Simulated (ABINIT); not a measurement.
MgS (Niningerite) in ABINIT: the effect of dispersion

Crystal: MgS (Niningerite).

```
CELL_PARAMETERS angstrom
0.00000 2.60165 2.60165
2.60165 0.00000 2.60165
2.60165 2.60165 0.00000
ATOMIC_POSITIONS crystal
S 0.50000 0.50000 0.50000
Mg 0.00000 0.00000 0.00000
```

Alike in all runs:

| Quantity | Value |
| --- | --- |
| Program | ABINIT 10.8.3 (patched build) |
| Task | equation of state |
| Functional | PBE |
| Potentials or basis | JTH PAW PBE v2.0 |
| Cutoff | 544 eV |
| k mesh | 9 × 9 × 9 |
| Occupations | fermi-dirac, width 0.05 eV |
| Spin | no spin polarisation |

| dispersion | V0 of scaled cells (Å³/atom) | B0 (GPa) |
| --- | --- | --- |
| none | 17.90 | 74 |
| D3 | ? | ? |
| D3(BJ) | 17.14 | 80 |
| D2 | 17.46 | 75 |

What does the run with dispersion D3 give?

V0 of scaled cells 17.55 Å³/atom; B0 78 GPa.

Caveats: pressures at fixed basis lie under the slope of the energies.
